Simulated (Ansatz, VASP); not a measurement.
**Two plane-wave programs on Si**

```
CELL_PARAMETERS angstrom
-1.65882 1.65882 1.34623
1.65882 -1.65882 1.34623
1.65882 1.65882 -1.34623
ATOMIC_POSITIONS crystal
Si 0.00000 0.00000 0.00000
```

Change from the starting cell: volume scaled by 1.06.

Alike in both runs: task single point; functional PBE; k mesh 13 × 13 × 13; occupations fermi-dirac, width 0.05 eV; no spin polarisation.

|  | VASP | Ansatz |
| --- | --- | --- |
| version | VASP 6.6.1 | Ansatz 0.2.0 |
| potentials or method | VASP PAW PBE potentials, release 64 (Si) | Ansatz PAW |
| plane-wave cutoff (eV) | 520 | 420 |
| valence electrons in the cell | 4 | 4 |

Ansatz gave:

* gap on the k mesh at the Fermi level (eV): none
* pressure (GPa): -1.7
* largest component of the traceless stress (GPa): 1.47

What did VASP give for the same quantities?

gap on the k mesh at the Fermi level (eV): none; pressure (GPa): -1.8; largest component of the traceless stress (GPa): 1.49.

A gap of «none» marks a metal or a gap that the smearing closes.
